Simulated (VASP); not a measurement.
# ZnS (P6_3mc) in VASP: settings compared, part 3 of 3

VASP 6.6.1. The steps go on from the part before.

## Step 5: Single point, PBE0

This run uses another cell than the first one, of 19.60 Å³/atom.

Contents of POSCAR:

```
ZnS
1.0
    3.8110000000      0.0000000000      0.0000000000
   -1.9055000000      3.3004228138      0.0000000000
    0.0000000000      0.0000000000      6.2340000000
Zn S
2 2
Direct
    0.6666666667      0.3333333333      0.5000000000
    0.3333333333      0.6666666667      0.0000000000
    0.6666666667      0.3333333333      0.8850000000
    0.3333333333      0.6666666667      0.3850000000
```

Contents of INCAR.step1:

```
ALGO     = Normal         # electronic algorithm
EDIFF    = 1E-5           # SCF threshold, eV
ENCUT    = 520            # plane-wave cutoff, eV
GGA      = PE             # functional
ISIF     = 2              # what is computed and relaxed
ISMEAR   = -1             # smearing method
LASPH    = T              # aspherical terms in the spheres
LCHARG   = F              # write CHGCAR
LREAL    = F              # projectors in reciprocal space
LWAVE    = T              # write WAVECAR
NBANDS   = 26             # bands
NELM     = 60             # most SCF steps
PREC     = Accurate       # precision mode
SIGMA    = 0.05           # smearing width, eV
```

Contents of INCAR.step2:

```
AEXX     = 0.25           # exact-exchange fraction
ALGO     = Normal         # electronic algorithm
EDIFF    = 1E-6           # SCF threshold, eV
ENCUT    = 520            # plane-wave cutoff, eV
GGA      = PE             # functional
ISIF     = 2              # what is computed and relaxed
ISMEAR   = -1             # smearing method
ISTART   = 1            
LASPH    = T              # aspherical terms in the spheres
LCHARG   = F              # write CHGCAR
LHFCALC  = T              # exact exchange
LREAL    = F              # projectors in reciprocal space
LWAVE    = F              # write WAVECAR
NBANDS   = 26             # bands
NELM     = 60             # most SCF steps
PREC     = Accurate       # precision mode
PRECFOCK = Normal       
SIGMA    = 0.05           # smearing width, eV
```

Contents of KPOINTS:

```
k-points
0
Gamma
  4 4 3
```

Potentials or basis: VASP PAW PBE potentials, release 64 (Zn, S).

Started as:

```console
$ cat potpaw_PBE.64/Zn/POTCAR potpaw_PBE.64/S/POTCAR > POTCAR
$ cp INCAR.step1 INCAR
$ mpirun -np 1 vasp_std > vasp.out
$ cp INCAR.step2 INCAR
$ mpirun -np 1 vasp_std > vasp.out
```

OUTCAR:

```text
AEXX = 0.25
   EDIFF = 1E-6
   ENCUT = 520
   GGA = PE
   ISIF = 2
   ISMEAR = -1
   ISTART = 1
   LASPH = T
   LHFCALC = T
   LREAL = F
   NELM = 60
   PREC = Accurate
   PRECFOCK = Normal

 ion  position               nearest neighbor table
   1  0.667  0.333  0.500-   4 2.31   4 2.31   4 2.31   3 2.40
   2  0.333  0.667  0.000-   3 2.31   3 2.31   3 2.31   4 2.40
   3  0.667  0.333  0.885-   2 2.31   2 2.31   2 2.31   1 2.40
   4  0.333  0.667  0.385-   1 2.31   1 2.31   1 2.31   2 2.40

  LATTYP: Found a hexagonal cell.
 ALAT       =     3.8110000000
 C/A-ratio  =     1.6357911309

  Lattice vectors:

 A1 = (   3.8110000000,   0.0000000000,   0.0000000000)
 A2 = (  -1.9055000000,   3.3004228138,   0.0000000000)
 A3 = (   0.0000000000,   0.0000000000,   6.2340000000)

Analysis of symmetry for initial positions (statically):
=====================================================================
 Subroutine PRICEL returns:
 Original cell was already a primitive cell.

 Routine SETGRP: Setting up the symmetry group for a
 hexagonal supercell.

 Subroutine GETGRP returns: Found 12 space group operations
 (whereof  6 operations were pure point group operations)
 out of a pool of 24 trial point group operations.

The static configuration has the point symmetry C_3v.
 The point group associated with its full space group is C_6v.

Analysis of symmetry for dynamics (positions and initial velocities):
=====================================================================
 Subroutine PRICEL returns:
 Original cell was already a primitive cell.

 Routine SETGRP: Setting up the symmetry group for a
 hexagonal supercell.

 Subroutine GETGRP returns: Found 12 space group operations
 (whereof  6 operations were pure point group operations)
 out of a pool of 24 trial point group operations.

The dynamic configuration has the point symmetry C_3v.
 The point group associated with its full space group is C_6v.

 Subroutine INISYM returns: Found 12 space group operations
 (whereof  6 operations are pure point group operations),
 and found     1 'primitive' translations

----------------------------------------------------------------------------------------

                                     Primitive cell

  volume of cell :      78.4107

  direct lattice vectors                    reciprocal lattice vectors
     3.811000000  0.000000000  0.000000000     0.262398321  0.151495741  0.000000000
    -1.905500000  3.300422814  0.000000000     0.000000000  0.302991482  0.000000000
     0.000000000  0.000000000  6.234000000     0.000000000  0.000000000  0.160410651

  length of vectors
     3.811000000  3.811000000  6.234000000     0.302991482  0.302991482  0.160410651

  position of ions in fractional coordinates (direct lattice)
     0.666666667  0.333333333  0.500000000
     0.333333333  0.666666667  0.000000000
     0.666666667  0.333333333  0.885000000
     0.333333333  0.666666667  0.385000000

[... 31 lines left out ...]
 Found      8 irreducible k-points:

 Following reciprocal coordinates:
            Coordinates               Weight
  0.000000  0.000000  0.000000      1.000000
  0.250000  0.000000  0.000000      6.000000
  0.500000  0.000000  0.000000      3.000000
  0.250000  0.250000  0.000000      6.000000
  0.000000  0.000000  0.333333      2.000000
  0.250000  0.000000  0.333333     12.000000
  0.500000  0.000000  0.333333      6.000000
  0.250000  0.250000  0.333333     12.000000
   k-points           NKPTS =      8   k-points in BZ     NKDIM =     48   number of bands    NBANDS=     26
   number of dos      NEDOS =    301   number of ions     NIONS =      4
   total plane-waves  NPLWV =  37632
   dimension x,y,z NGX =    28 NGY =   28 NGZ =   48
   dimension x,y,z NGXF=    56 NGYF=   56 NGZF=   96
   ions per type =               2   2
   NGX,Y,Z   is equivalent  to a cutoff of  12.21, 12.21, 12.80 a.u.
   NGXF,Y,Z  is equivalent  to a cutoff of  24.43, 24.43, 25.60 a.u.
 SYSTEM =  unknown system
   PREC   = accura    normal or accurate (medium, high low for compatibility)
   ISTART =      1    job   : 0-new  1-cont  2-samecut
   ICHARG =      0    charge: 1-file 2-atom 10-const
   ISPIN  =      1    spin polarized calculation?
   LNONCOLLINEAR =      F non collinear calculations
   LSORBIT =      F    spin-orbit coupling
   LASPH  =      T    aspherical Exc in radial PAW
   ENCUT  =  520.0 eV  38.22 Ry    6.18 a.u.   7.09  7.09 11.59*2*pi/ulx,y,z
   NELM   =     60;   NELMIN=  2; NELMDL=  0     # of ELM steps
   EDIFF  = 0.1E-05   stopping-criterion for ELM
   LREAL  =      F    real-space projection
   EDIFFG = 0.1E-04   stopping-criterion for IOM
   NSW    =      0    number of steps for IOM
   IBRION =     -1    ionic relax: 0-MD 1-quasi-New 2-CG
   NFREE  =      0    steps in history (QN), initial steepest desc. (CG)
   ISIF   =      2    stress and relaxation
   ISYM   =      3    0-nonsym 1-usesym 2-fastsym
   POTIM  = 0.5000    time-step for ionic-motion
   TEBEG  =    0.0;   TEEND  =   0.0 temperature during run
   PSTRESS=    0.0 pullay stress
   NELECT =      36.0000    total number of electrons
   NUPDOWN=      -1.0000    fix difference up-down
   EMIN   =  10.00;   EMAX   =-10.00  energy-range for DOS
   EFERMI =   0.00;   METHOD = LEGACY
   ISMEAR =    -1;   SIGMA  =   0.05  broadening in eV -4-tet -1-fermi 0-gaus
   EFERMI_NEDOS =   21; number of points for ismear=-14 and -15
   IALGO  =     38    algorithm
   IMIX   =      1    mixing-type and parameters
     AMIX     =   0.40;   BMIX     =  1.00
     AMIX_MAG =   1.60;   BMIX_MAG =  1.00
  volume/ion in A,a.u.               =      19.60       132.29
  Fermi-wavevector in a.u.,A,eV,Ry     =   1.262943  2.386617 21.701647  1.595026
  Thomas-Fermi vector in A             =   2.396326
   LORBIT       =      0    0 simple, 1 ext, 2 COOP (PROOUT), +10 PAW based schemes
   GGA     = PE    functional components
   LHFCALC =     T    Hartree Fock is set to
   PRECFOCK=normal    Normal, Fast or Accurate (Low or Medium for compatibility)
   ENCUT4O =  -1.0   cutoff for four orbital integrals eV
   NKREDX  =     1    reduce k-point grid by
   NKREDY  =     1    reduce k-point grid by
   NKREDZ  =     1    reduce k-point grid by
   AEXX    =    0.2500 exact exchange contribution
   HFSCREEN=    0.0000 screening length (either q_TF or 0.3 A-1)
   HFSCREENC=   0.0000 screening length for correlation (either q_TF or 0.3 A-1)
   ENCUTFOCK=  -1.0 apply spherical cutoff to Coloumb kernel
   IVDW    =     0    specifies the selected vdW correction
   LEPSILON=     F    determine dielectric tensor
   LRPA    =     F    only Hartree local field effects (RPA)
 non-spin polarized calculation
  energy-cutoff  :      520.00
  volume of cell :       78.41
 maximum number of plane-waves:      2128
  NGX = 24; NGY = 24; NGZ = 36

 number of electron      35.9999977 magnetization

 Free energy of the ion-electron system (eV)
  ---------------------------------------------------
  ext. energy  EPLUGINS =         0.00000000
  ---------------------------------------------------
  free energy    TOTEN  =       -17.83759038 eV

  energy without entropy =      -17.83759038  energy(sigma->0) =      -17.83759038

 E-fermi :   2.1619     XC(G=0):  -7.6048

 val. band max:        1.0863856238   @ k =   0.0000   0.0000   0.0000
 cond. band min:       5.2488053305   @ k =   0.0000   0.0000   0.0000
 fundamental gap:      4.1624197067
 Fermi energy:         2.1619117250

 k-point     1 :       0.0000    0.0000    0.0000
  band No.  band energies     occupation
      1     -13.3714      2.00000
      2     -12.3825      2.00000
      3      -6.8576      2.00000
      4      -6.8576      2.00000
      5      -6.8043      2.00000
      6      -6.7941      2.00000
[... 221 lines left out ...]
     25      11.6321      0.00000
     26      12.4826      0.00000

------------------------ aborting loop because EDIFF is reached ----------------------------------------

  FORCE on cell =-STRESS in cart. coord.  units (eV):
  Direction    XX          YY          ZZ          XY          YZ          ZX
  --------------------------------------------------------------------------------------
  -------------------------------------------------------------------------------------
  Total        1.1662637      1.1662637     -0.0861784      0.0000000      0.0000000      0.0000000
  in kB       23.8304366     23.8304366     -1.7608969      0.0000000      0.0000000      0.0000000
  external PRESSURE =      15.2999921 kB  Pullay stress =       0.0000000 kB

 VOLUME and BASIS-vectors are now :
 -----------------------------------------------------------------------------
  energy-cutoff  :      520.00
  volume of cell :       78.41
      direct lattice vectors                 reciprocal lattice vectors
     3.811000000  0.000000000  0.000000000     0.262398321  0.151495741  0.000000000
    -1.905500000  3.300422814  0.000000000     0.000000000  0.302991482  0.000000000
     0.000000000  0.000000000  6.234000000     0.000000000  0.000000000  0.160410651

 POSITION                                       TOTAL-FORCE (eV/Angst)
 -----------------------------------------------------------------------------------
      1.90550      1.10014      3.11700        -0.000000      0.000000      0.336531
     -0.00000      2.20028      0.00000         0.000000     -0.000000      0.336531
      1.90550      1.10014      5.51709        -0.000000     -0.000000     -0.336531
     -0.00000      2.20028      2.40009         0.000000     -0.000000     -0.336531
 -----------------------------------------------------------------------------------
    total drift:                               -0.000000     -0.000001      0.000337

  FREE ENERGIE OF THE ION-ELECTRON SYSTEM (eV)
  ---------------------------------------------------
  free  energy   TOTEN  =       -17.8375903766 eV

  energy  without entropy=      -17.8375903766  energy(sigma->0) =      -17.83759038
```

Wall time 24 min (1 thread of Intel Xeon Platinum 8259CL at 2.50GHz (Skylake/Cascade Lake), shared host); peak memory 0.2 GiB.

Results:

```yaml
Free_energy: -17.8376 eV
Pressure: 1.5 GPa
Largest_force: 0.337 eV/Å
Band_gap_on_the_k_mesh: 4.16 eV
```

Forces on the atoms (eV/Å):
```
Zn   0.000  0.000  0.337
Zn   0.000  0.000  0.337
S    0.000  0.000 -0.337
S    0.000  0.000 -0.337
```

Caveat: the k points lie up to 0.48 Å⁻¹ apart; the PAW data sets were made with another functional, which shifts forces and pressure a little.

## Step 6: The runs side by side

```csv
task,level,cell,k mesh,cutoff (eV),grid for exact exchange (PRECFOCK),share of exact exchange,gap on the mesh (eV),pressure (GPa),largest force (eV/Å)
single point,RPBE,"a = 3.861, b = 3.861, c = 6.316 Å, angles 90.0, 90.0, 120.0°, 4 atoms",8 × 8 × 5,520,-,-,2.24,2.1,0.28
single point,RPBE,"a = 3.886, b = 3.886, c = 6.356 Å, angles 90.0, 90.0, 120.0°, 4 atoms",8 × 8 × 5,520,-,-,2.15,0.8,0.26
relaxation of cell and atoms,BLYP+D3(BJ),"relaxed from a = 3.811, b = 3.811, c = 6.234 Å, angles 90.0, 90.0, 120.0°, 4 atoms",8 × 8 × 5,600,-,-,2.21,0.0,-
single point,PBE0,"a = 3.811, b = 3.811, c = 6.234 Å, angles 90.0, 90.0, 120.0°, 4 atoms",4 × 4 × 3,520,Normal,0.25,4.16,1.5,0.34
```

Alike in all rows: potentials or basis VASP PAW PBE potentials, release 64 (Zn, S); no spin polarisation; smearing fermi-dirac 0.05 eV.

Caveats: some runs use coarse meshes; the PAW data sets were made with another functional, which shifts forces and pressure a little.

Absolute energies hang on the potentials; compare differences alone.

## Step 7: Comparison with measurements

Step 3. Against the measured gap of ZnS, 3.911 eV (direct; 4 K; a printed reference work, monograph), the calculated 2.15 eV is off by -1.76 eV. The value is that of RPBE, without temperature or zero-point motion. Semilocal functionals fall short of measured gaps as a rule.
